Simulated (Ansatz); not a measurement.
# Quasiparticle gap of SiB5P5C (zincblende [110] superlattice), part 2 of 3

How far does one-shot GW move the PBEsol gap of SiB5P5C (zincblende [110] superlattice)?

Ansatz 0.2.0; PBEsol, then G0W0 on it, plane waves, PAW. Known limits of the many-body steps: finite bands, screening cutoff and k mesh; no spin-orbit coupling in G0W0.

So far: The structure; Relaxation.

## 3. Bands along the symmetry lines

Level of this step: DFT, PBEsol, plane waves, PAW; PAW set soft_1 (Ansatz).

Levels along a band path and on the mesh show where this functional puts the band edges.

Contents of input.yaml:

```yaml
crystal:
  lattice:
    - [3.1829956734, 0.0, 0.0]
    - [0.0, 4.5217385186, -1.02242e-05]
    - [0.0, -2.22828e-05, 9.5621316192]
  atoms:
    - { symbol: B, position: [0.0, -0.0155789712, 0.0676778026] }
    - { symbol: P, position: [0.5, 0.2368995253, 0.0886098141] }
    - { symbol: B, position: [0.5, 0.4890321854, 0.2521280509] }
    - { symbol: P, position: [0.0, 0.7405999875, 0.2459389857] }
    - { symbol: B, position: [0.0, -0.0092436591, 0.4166663968] }
    - { symbol: P, position: [0.5, 0.2410956395, 0.4166664879] }
    - { symbol: B, position: [0.5, 0.4890334896, 0.5812052292] }
    - { symbol: P, position: [0.0, 0.7406020135, 0.5873934486] }
    - { symbol: B, position: [0.0, -0.0155776985, 0.7656556285] }
    - { symbol: P, position: [0.5, 0.2369020601, 0.7447235272] }
    - { symbol: Si, position: [0.5, 0.5693225842, 0.9166674528] }
    - { symbol: C, position: [0.0, 0.7969128437, 0.9166671756] }
kpoints:
  mp_grid: { grid: [8, 6, 4] }
  band_path:
    path:
      - [0.0, 0.0, 0.0]
      - [-0.5, 0.0, 0.0]
      - [-0.5, 0.0, 0.5]
      - [0.0, 0.0, 0.5]
      - [0.0, 0.0, 0.0]
      - [0.0, -0.5, 0.5]
      - [-0.5, -0.5, 0.5]
      - [-0.5, 0.0, 0.0]
      - [-0.5, -0.5, 0.0]
      - [0.0, -0.5, 0.0]
      - [0.0, 0.0, 0.0]
    npoints: 10
hamiltonian:
  xc: pbesol
  pseudopotentials: { kind: paw, azcp: { folder: soft_1 }, xc_functional: pbe }
scf:
  occupations: { method: fermi_dirac, width: 0.02 }
  n_extra_bands: 8
output:
  eigenvalues: true
  forces: true
  stress: true
  write_density: true
  write_potential: true
  elf: true
  volumetric_format: npy
```

Run with:

```sh
$ ansatz run input.yaml --threads 4 --pin off --max-ram 17510MiB --backend cpu --events-out ev --progress --plain --runs-dir out
```

Numbers of over 12 decimals in the logs are rounded to 6 here.

What it wrote:

```text
Warning: the atoms were moved onto the symmetric positions of the space group found under crystal.symmetry.tolerance 1.0e-5 (fractional; no operation is sought that the atoms, as they stand in a round, miss by more than twice it, and no atom is moved by as much as it), and the run uses the moved positions. Before a round's move an operation carried an atom to 1.50e-5 Å from where it should land, the largest such dist [...]
[...]
Crystal: 12 atoms, lattice volume = 137.625 Å³
Basis set: ecut = 420 eV, 2711 PW (Γ), exchange–correlation on 48×64×128 points (8 copies of the dense FFT grid, shifted against one another)
Bands: 32, of which v1, the nominal top of the filled ones, is band 24 counted from 1 (23 counted from 0)
Symmetry: 4 space group operations
[...]
k-points: 60 of 192 (time reversal used)
[...]
SCF iter   1: F=—  HF=-5340.044629 eV  |F-HF|=—  |Δ(HF+E_count)|=         —  Δρ=9.04e-2  dr2=1.33e1  ethr=3.10e-3  ⟨swp⟩=9.1  Hψ=11377  notcnv=0
[...]
SCF iter   8: F=-5335.672966 eV  HF=-5335.672966 eV  |F-HF|=3.39e-9  |Δ(HF+E_count)|=   1.51e-7  Δρ=4.67e-6  dr2=4.17e-8  ethr=2.08e-10  ⟨swp⟩=20.2  Hψ=17947  notcnv=0
SCF 1 converged in 8 iterations: F = -5335.672966 eV  dr2 = 4.17e-8
[...]
NSCF: frozen V_eff on 101 k-points
SCF converged after 8 iterations
Free energy (F): -5335.672966 eV
[...]
Internal energy: -5335.672966 eV  (E = F + TS)
E sigma→0 (E₀):  -5335.672966 eV
Fermi energy:    9.969648 eV
[...]
--- Forces (eV/Å), atoms counted from 1 ---
  atom   1  B     -0.00000000    -0.00196560    -0.00339817
  atom   2  P      0.00000000    -0.00082717     0.00181067
  atom   3  B     -0.00000000     0.00511518    -0.00460702
  atom   4  P      0.00000000     0.00520198     0.00102237
  atom   5  B     -0.00000000    -0.00426074    -0.00000000
  atom   6  P      0.00000000    -0.00825032    -0.00000000
  atom   7  B     -0.00000000     0.00511518     0.00460702
  atom   8  P      0.00000000     0.00520198    -0.00102237
  atom   9  B     -0.00000000    -0.00196560     0.00339817
  atom  10  P      0.00000000    -0.00082717    -0.00181067
  atom  11  Si    -0.00000000     0.00354777     0.00000000
  atom  12  C      0.00000000    -0.00609501    -0.00000000
  max |Σ_I F_I| component: 9.54e-6 eV/Å
--- Stress (GPa, compression-positive) ---
       -0.089835      -0.000000       0.000000
       -0.000000       0.179310       0.000000
        0.000000       0.000000      -0.182886
  P = ⅓ Tr σ = -0.0311 GPa (-0.311 kbar)
--- Band table (eV; the first three rows and the last of 60) ---
  k-point 0: bands = [... 20 lower, 8.6692, 9.3280, 9.4735, 9.4936, 10.6169, 10.8209, 11.9094, 12.0694, ... 4 higher]
  k-point 1: bands = [... 20 lower, 8.7979, 9.0022, 9.1277, 9.4441, 10.8147, 11.2656, 11.6258, 12.6219, ... 4 higher]
  k-point 2: bands = [... 20 lower, 8.2954, 8.4415, 9.2691, 9.3016, 10.9910, 11.1310, 12.8360, 12.8701, ... 4 higher]
  k-point 59: bands = [... 20 lower, 6.9236, 6.9529, 7.1693, 7.3232, 12.8411, 13.2481, 13.4327, 13.6392, ... 4 higher]
```

It took 17 s on 4 threads of Arm Neoverse V1, shared host; peak memory 0.62 GiB.

Numbers from this step:

```yaml
pressure: -0.03114 GPa
filled_bands: 24
gap: 0.9444 eV
valence_top_at: Γ
conduction_bottom_at: D
least_direct_gap: 1.123 eV
```

Over mesh and path the gap is 0.944 eV, from k = Γ to k = (-0.500, 0.000, 0.500). The least direct gap found is 1.123 eV, at k = Γ. The program's warnings for this run: structure snapped to symmetry.

Electronic bands along the path, in eV, zero at the top of the highest nominally filled band:

| point | band 21 | band 22 | band 23 | band 24 | band 25 | band 26 | band 27 | band 28 |
| --- | --- | --- | --- | --- | --- | --- | --- | --- |
| Γ | -0.82 | -0.17 | -0.02 | 0.00 | 1.12 | 1.33 | 2.42 | 2.58 |
| halfway | -3.08 | -3.01 | -2.23 | -0.54 | 1.63 | 1.68 | 1.93 | 3.54 |
| Z | -4.11 | -3.99 | -2.34 | -1.63 | 1.36 | 1.58 | 2.06 | 2.15 |
| halfway | -3.85 | -3.84 | -2.70 | -2.13 | 1.16 | 1.18 | 1.36 | 1.83 |
| D | -3.51 | -3.30 | -3.16 | -3.03 | 0.94 | 1.05 | 1.20 | 1.32 |
| halfway | -2.60 | -2.47 | -2.03 | -1.82 | 2.10 | 2.36 | 2.70 | 2.72 |
| B | -1.20 | -1.05 | -0.22 | -0.19 | 1.50 | 1.64 | 3.34 | 3.38 |
| halfway | -0.70 | -0.49 | -0.37 | -0.05 | 1.32 | 1.77 | 2.13 | 3.13 |
| Γ | -0.82 | -0.17 | -0.02 | 0.00 | 1.12 | 1.33 | 2.42 | 2.58 |
| halfway | -1.15 | -1.14 | -0.95 | -0.75 | 1.46 | 2.25 | 2.75 | 3.18 |
| A | -1.87 | -1.71 | -1.70 | -1.55 | 2.38 | 2.66 | 3.04 | 3.27 |
| halfway | -2.12 | -1.83 | -1.68 | -1.55 | 3.44 | 3.80 | 3.89 | 4.09 |
| E | -2.57 | -2.54 | -2.32 | -2.17 | 3.35 | 3.75 | 3.94 | 4.15 |
| halfway | -3.29 | -3.14 | -2.50 | -1.99 | 1.92 | 1.99 | 2.42 | 2.52 |
| Z | -4.11 | -3.99 | -2.34 | -1.63 | 1.36 | 1.58 | 2.06 | 2.15 |
| halfway | -3.39 | -3.08 | -2.27 | -1.53 | 1.72 | 1.81 | 2.16 | 2.30 |
| C2 | -2.24 | -1.91 | -1.60 | -1.44 | 2.97 | 3.82 | 3.95 | 4.24 |
| halfway | -2.32 | -2.29 | -2.19 | -1.80 | 3.09 | 3.24 | 3.40 | 3.49 |
| Y2 | -1.99 | -1.96 | -1.76 | -1.54 | 1.54 | 1.97 | 3.23 | 3.79 |
| halfway | -1.22 | -1.19 | -1.06 | -0.98 | 1.11 | 2.21 | 2.73 | 2.84 |
| Γ | -0.82 | -0.17 | -0.02 | 0.00 | 1.12 | 1.33 | 2.42 | 2.58 |

ELF in the cb plane at fractional x = 0.000, with atoms of B and P and C within 0.2 Å of it. It is the smooth field of the valence electrons, not physical close to the nuclei.

Values, 7 rows by 16 columns, each cell a mean:
```
0.69 0.30 0.86 0.77 0.73 0.90 0.40 0.61 0.90 0.65 0.86 0.72 0.27 0.86 0.65 0.78
0.61 0.50 0.84 0.34 0.18 0.80 0.58 0.70 0.67 0.06 0.61 0.78 0.44 0.68 0.30 0.49
0.22 0.12 0.44 0.42 0.39 0.46 0.16 0.26 0.49 0.36 0.48 0.33 0.09 0.36 0.67 0.61
0.06 0.03 0.12 0.38 0.43 0.18 0.04 0.06 0.27 0.46 0.29 0.07 0.03 0.09 0.27 0.21
0.11 0.15 0.08 0.05 0.05 0.06 0.15 0.12 0.05 0.06 0.05 0.11 0.15 0.08 0.03 0.04
0.37 0.49 0.26 0.05 0.04 0.23 0.49 0.43 0.14 0.03 0.09 0.36 0.49 0.27 0.06 0.10
0.34 0.19 0.43 0.33 0.36 0.49 0.19 0.29 0.49 0.31 0.38 0.37 0.16 0.46 0.44 0.49
```
Columns run along c (9.6 Å), rows up along b (4.5 Å). Atoms in or near the plane, at fractional coordinates: B at (0.07, 0.98), P at (0.25, 0.74), B at (0.42, 0.99), P at (0.59, 0.74), B at (0.77, 0.98), C at (0.92, 0.80).

Valence density in the cb plane at fractional x = 0.000, with atoms of B and P and C within 0.2 Å of it. It is the smooth field of the valence electrons, not physical close to the nuclei.

Ten even steps from '_' (0.0 e/Å³) to '@' (1.6 e/Å³), each cell a mean:
```
++----==----------====--====----------==----++++****++
++------====----++==------==++----====------++%%@@@@%%
--....::==--....==--::..::--==....--==::....--##@@@@##
..____..::--....--::..__..::--....::::..____..==####==
________..::----::..______..::----::..________..----..
__________..::::..__________..::::..____________....__
______________________________________________________
______________________________________________________
______________________..______________________________
....::..____________..::..____________..::....________
::----::..________..------..________..::----::..______
----::--::........::--::--::........::--------::::::::
```
Columns run along c (9.6 Å), rows up along b (4.5 Å). Atoms in or near the plane, at fractional coordinates: B at (0.07, 0.98), P at (0.25, 0.74), B at (0.42, 0.99), P at (0.59, 0.74), B at (0.77, 0.98), C at (0.92, 0.80).

(Continued in part 3 of 3.)

[Paths, hosts, dates, memory and timing lines, banners, echoed tables and standing remarks are left out of the program output.]

[Logs are printed without paths, hosts, clocks, repeated set-up lines and the standing remarks that a program may print on its own settings, such as how far it seeks lower states.]

[Runs of the session that timed out or met a known fault of the program may be left out.]

[Cells called generated may have been cut or substituted from an entry of the Crystallography Open Database or the Materials Project.]

[Hosts, paths, dates, database ids (printed as entryN), source tags and the programs' standing remarks are cut or masked in the printed files.]

[Where an RPA ε∞ is given, it is that of the G0W0 mesh and is not shown converged in it. Names of k-points follow the symmetry that the program found, which can be lower than the space group named. Band edges on a path are those of the sampled points; other points can move an edge, and change direct to indirect where valleys lie close.]

[Hybrid gaps are those of their k-mesh and are not shown converged in it.]
